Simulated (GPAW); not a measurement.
# Ti3Al (P-6m2) in GPAW: equation of state

How stiff is Ti3Al in PBEsol, and what volume does it want? The cell is scaled to several volumes.

Everything below comes from runs of GPAW 26.7.0. Logs are shortened: lines on timing, memory, paths and dates and some standing lists are left out, and cuts for length are marked. The log counts tension as positive stress, the text compression.

### Step 1. The crystal as given

Symmetry: P-6m2, No. 187, hexagonal system. Conventional cell: a = 2.928 Å, b = 2.928 Å, c = 9.226 Å, α = 90.00°, β = 90.00°, γ = 120.00°. Around Ti (site symmetry 3m) lie 9 Ti at 2.86 to 2.93 Å and 3 Al at 2.86 Å. Ti (site symmetry -6m2) is surrounded by 12 Ti at 2.86 to 2.93 Å. Around Al (site symmetry -6m2) lie 6 Ti at 2.86 Å and 6 Al at 2.93 Å.

The cell comes from a database or a generator and needn't be the stable form of this composition.

### Step 2. Equation of state, PBEsol

File run.py:

```python
from ase import Atoms
from ase.eos import EquationOfState
from ase.io import Trajectory
from ase.units import GPa
from gpaw import GPAW, PW, setup_paths

setup_paths.insert(0, '.')

atoms = Atoms(['Ti', 'Ti', 'Ti', 'Al'],
              cell=[[2.9275422229, 0.0, 0.0],
                    [-1.4637711114, 2.5353259357, 0.0],
                    [0.0, 0.0, 9.226362]],
              scaled_positions=[[0.3333333333, 0.6666666667, 0.249406],
                                [0.3333333333, 0.6666666667, 0.750594],
                                [0.6666666667, 0.3333333333, 0.0],
                                [0.6666666667, 0.3333333333, 0.5]],
              pbc=True)

traj = Trajectory('eos.traj', 'w')
volumes, energies = [], []
for x in [0.94, 0.96, 0.98, 1.0, 1.02, 1.04, 1.06]:
    a = atoms.copy()
    a.set_cell(atoms.cell * x**(1 / 3), scale_atoms=True)
    calc = GPAW(mode=PW(600),
                xc='PBEsol',
                kpts={'size': (10, 10, 3), 'gamma': True},
                occupations={'name': 'fermi-dirac', 'width': 0.05},
                nbands=37,
                convergence={'density': 1e-05, 'energy': 1e-05},
                maxiter=150,
                txt=f'eos-{x:.2f}.txt')
    a.calc = calc
    energies.append(a.get_potential_energy(force_consistent=True))
    volumes.append(a.get_volume())
    p = -a.get_stress()[:3].mean() / GPa
    calc.write(f'eos-{x:.2f}.gpw')
    traj.write(a)
    print(f'{x:.2f} {volumes[-1]:10.4f} A^3 {energies[-1]:14.6f} eV {p:9.3f} GPa', flush=True)

v0, e0, B = EquationOfState(volumes, energies, eos='birchmurnaghan').fit()
print(f'V0 = {v0:.4f} A^3, E0 = {e0:.6f} eV, B0 = {B / GPa:.2f} GPa')
```

Potentials or basis: PAW data sets generated in the run's folder for this functional, pw.

Launch:

```bash
$ gpaw-setup -f PBEsol Al Ti
$ OMP_NUM_THREADS=1 python run.py
```

Standard output:

```text
__  _  _
 | _ |_)|_||  |
 |__||  | ||/\| - 26.7.0

Input parameters:
  mode=PW(ecut=600.0),
  convergence={'density': 1e-05, 'energy': 1e-05},
  kpts=MonkhorstPack(size=(10, 10, 3), gamma=True),
  maxiter=150,
  nbands=37,
  occupations=Occupations(name='fermi-dirac', width=0.05),
  xc=XC(name='PBEsol')

Diagonalizing LCAO Hamiltonian
Converting LCAO to pw mode

        Ti

          Al

        Ti

          Ti

Atoms  # Å, Bohr magnetons
|   | symbol |         x |        y |        z |    initial magnetic moments |
|---|--------|-----------|----------|----------|-----------------------------|
| 0 |     Ti | -0.000000 | 1.655713 | 2.254135 | ( 0.0000,  0.0000,  0.0000) |
| 1 |     Ti | -0.000000 | 1.655713 | 6.783881 | ( 0.0000,  0.0000,  0.0000) |
| 2 |     Ti |  1.433890 | 0.827857 | 0.000000 | ( 0.0000,  0.0000,  0.0000) |
| 3 |     Al |  1.433890 | 0.827857 | 4.519008 | ( 0.0000,  0.0000,  0.0000) |

Unit cell  # Å
| periodic |         x |        y |        z |  lengths |     angles |
|----------|-----------|----------|----------|----------|------------|
|      yes |  2.867780 | 0.000000 | 0.000000 | 2.867780 |  90.000000 |
|      yes | -1.433890 | 2.483570 | 0.000000 | 2.867780 |  90.000000 |
|      yes |  0.000000 | 0.000000 | 9.038016 | 9.038016 | 120.000000 |

Number of symmetries: 12
Symmetry operations  # r_c * U_cc + t_c -> r_c
|    | kind |            matrix            |
|----|------|------------------------------|
|  0 |  σ   |  1, 1, 0,  0,-1, 0,  0, 0, 1 |
|  1 |  C2  |  1, 1, 0,  0,-1, 0,  0, 0,-1 |
|  2 |  E   |  1, 0, 0,  0, 1, 0,  0, 0, 1 |
|  3 |  σ   |  1, 0, 0,  0, 1, 0,  0, 0,-1 |
|  4 |  C3  |  0, 1, 0, -1,-1, 0,  0, 0, 1 |
|  5 |  S3  |  0, 1, 0, -1,-1, 0,  0, 0,-1 |
|  6 |  σ   |  0,-1, 0, -1, 0, 0,  0, 0, 1 |
|  7 |  C2  |  0,-1, 0, -1, 0, 0,  0, 0,-1 |
|  8 |  σ   | -1, 0, 0,  1, 1, 0,  0, 0, 1 |
|  9 |  C2  | -1, 0, 0,  1, 1, 0,  0, 0,-1 |
| 10 |  C3  | -1,-1, 0,  1, 0, 0,  0, 0, 1 |
| 11 |  S3  | -1,-1, 0,  1, 0, 0,  0, 0,-1 |

BZ-sampling:
  Number of BZ points: 300
  Number of IBZ points: 28

  Monkhorst-Pack size: [10, 10, 3]
  Monkhorst-Pack shift: [0.05, 0.05, 0.0]

K-points  # in reciprocal-cell coordinates
|     |                                coordinates |     weight |
|-----|--------------------------------------------|------------|
|   0 | (  0.00000000,   0.00000000,   0.00000000) | 0.00333333 |
|   1 | (  0.00000000,   0.00000000,   0.33333333) | 0.00666667 |
|   2 | (  0.10000000,   0.00000000,   0.00000000) | 0.02000000 |
|   3 | (  0.10000000,   0.00000000,   0.33333333) | 0.04000000 |
|   4 | (  0.20000000,  -0.10000000,   0.00000000) | 0.02000000 |
|   5 | (  0.20000000,  -0.10000000,   0.33333333) | 0.04000000 |
|   6 | (  0.20000000,   0.00000000,   0.00000000) | 0.02000000 |
|   7 | (  0.20000000,   0.00000000,   0.33333333) | 0.04000000 |
|   8 | (  0.30000000,  -0.10000000,   0.00000000) | 0.04000000 |
|   9 | (  0.30000000,  -0.10000000,   0.33333333) | 0.08000000 |
| ... |                                            |            |
|  27 | (  0.50000000,   0.50000000,   0.33333333) | 0.02000000 |

Plane wave coefficients: 2165
Cutoff: 600.0 eV

Spin-components: 1 (collinear spins)
Bands:           37
Projectors:      23
Spin-degeneracy: 2
Datatype:        complex128

Parallelization:
  kpt:    1
  domain: 1
  band:   1

Density:
  Valence electrons: 39.0
  Components: 1
  Grid points: [18 18 54]
  Charge: 0.0  # |e|

Potential:
  Grid points: [18 18 54]

species:
  Ti:
    name:    Titanium
    Z:       22.0
    valence: 12
    core:    10
    charge:  0.0  # [|e|]
    compensation charges:
      type: gauss
      rc: 0.38  # [Å]
      lmax: 2
    cutoffs:
      filter: 2.23  # [Å]
      core: 1.02  # [Å]
    projectors
    | kind |    occ | energy [eV] | rcut [Å] |
    |------|--------|-------------|----------|
    |   3s |  2.000 |     -62.441 |    1.270 |
    |   4s |  2.000 |      -4.477 |    1.270 |
    |   3p |  6.000 |     -38.776 |    1.058 |
    |   4p |  0.000 |      -1.449 |    1.058 |
    |   3d |  2.000 |      -4.275 |    1.058 |
    |    d |        |      22.937 |    1.058 |

    Using partial waves for Ti as LCAO basis

  Al:
    name:    Aluminium
    Z:       13.0
    valence: 3
    core:    10
    charge:  0.0  # [|e|]
    compensation charges:
      type: gauss
      rc: 0.34  # [Å]
      lmax: 2
    cutoffs:
      filter: 1.91  # [Å]
      core: 2.36  # [Å]
    projectors
    | kind |    occ | energy [eV] | rcut [Å] |
    |------|--------|-------------|----------|
    |   3s |  2.000 |      -7.715 |    1.085 |
    |   3p |  1.000 |      -2.689 |    1.085 |
    |    s |        |      19.497 |    1.085 |
    |    p |        |      24.522 |    1.085 |
    |    d |        |       0.000 |    1.085 |

    Using partial waves for Al as LCAO basis

Reference energy: -76183.370670  # eV

eigensolver:
  PPCG
  Converge bands: occupied
  niter=2

density mixing:
  MSR1-Mixer
  Pratt-step length: 0.05
  Maximum mixing coefficient: 0.75
  Old densities: 10
  SVD Regularization: 0.005
  Good broyden scale: 1.0
  Trust region scale: 1.0
  Backstep threshold: 4.0
  History deletion threshold: 6.0
  Fourier metric: weight=20.0, sigma=0.015

occupation numbers:
  Fermi-Dirac:
    width: 0.0500  # eV

poisson solver:
  ecut: 4800.0  # eV

xc functional:
  name: PBEsol with 2 nearest neighbor stencil

convergence criteria:
- Maximum integral of absolute [dens]ity change: 1e-05 electrons / valence electron
- Maximum [total energy] change in last 3 cyles: 1e-05 eV / valence electron
- Maximum integral of absolute [eigenst]ate change: 4e-08 eV^2 / valence electron
maximum number of iterations: 150

SCF iterations
|iter     | |      energy | eigst |  dens |
|---------|-|-------------|-------|-------|
|iter:   1| |  -26.873371 | -0.06 |       |
|iter:   2| |  -26.732612 | -2.29 | -1.21 |
|iter:   3| |  -26.707037 | -0.72 | -1.23 |
|iter:   4| |  -31.323507 | -1.13 | -1.30 |
|iter:   5| |  -26.137671 | -1.27 | -0.86 |
|iter:   6| |  -26.092454 | -2.41 | -1.73 |
|iter:   7| |  -26.097354 | -3.17 | -2.15 |
|iter:   8| |  -26.094317 | -3.75 | -2.38 |
|iter:   9| |  -26.094068 | -4.55 | -2.86 |
|iter:  10| |  -26.094086c| -5.35 | -3.18 |
|iter:  11| |  -26.094118c| -5.91 | -3.72 |
|iter:  12| |  -26.094111c| -7.38 | -4.05 |
|iter:  13| |  -26.094106c| -7.80c| -4.43 |
|iter:  14| |  -26.094106c| -8.99c| -5.42c|

Converged in 14 steps
Energy contributions relative to reference atoms: (reference = -76183.370670)

Energy contributions:
  Kinetic:          29.701341
  Coulomb:         -25.490985
  Zero:              0.054474
  External:          0.000000
  Xc:              -30.345446
  Entropy:          -0.026981
  Spinorbit:         0.000000
  ----------------------------
  Free energy:     -26.107597
  Extrapolated:    -26.094106

dipole moment: (-0.539719, 0.311606, -28.850640)  # |e|*Ang

Fermi level: 8.481
Eigenvalues  # (at kpt = [0.000, 0.000, 0.000])
| band index |      eig [eV] | occ [0-2] |
|------------|---------------|-----------|
|          0 |       -47.871 |     2.000 |
|        ... |               |           |
|          9 |       -23.828 |     2.000 |
|         10 |       -23.785 |     2.000 |
|         11 |       -23.785 |     2.000 |
|         12 |        -0.207 |     2.000 |
|         13 |         3.354 |     2.000 |
|         14 |         3.576 |     2.000 |
[... 8 lines left out ...]
|         23 |         9.783 |     0.000 |
|         24 |         9.783 |     0.000 |
|        ... |               |           |
|         36 |        23.602 |     0.000 |

No gap
No difference between direct/indirect transitions

Stress tensor  # eV/Ang^3
|         x |         y |         z |
|-----------|-----------|-----------|
| -0.020450 |  0.000000 |  0.000000 |
|  0.000000 | -0.020450 |  0.000000 |
|  0.000000 |  0.000000 | -0.025865 |

# Writing to eos-0.94.gpw (mode='')
```

Wall time 5.9 min (1 thread of AMD EPYC 7R43 (Zen 3), shared host); peak memory 0.37 GiB.

What came out:

- Equilibrium volume: 16.66 Å³/atom
- Bulk modulus at fixed shape and positions: 117 GPa
- Pressure derivative of the bulk modulus: 3.7

Energy against volume, from the lowest point:
| volume (Å³/atom) | energy (meV/atom) |
| --- | --- |
| 16.093 | 7.07 |
| 16.435 | 0.79 |
| 16.778 | 0.00 |
| 17.120 | 4.13 |
| 17.463 | 12.83 |
| 17.805 | 25.55 |
| 18.147 | 42.06 |

Caveat: the cell was scaled at fixed shape and fractional positions, which overstates the stiffness of a crystal with free parameters, most of all of layers and chains.
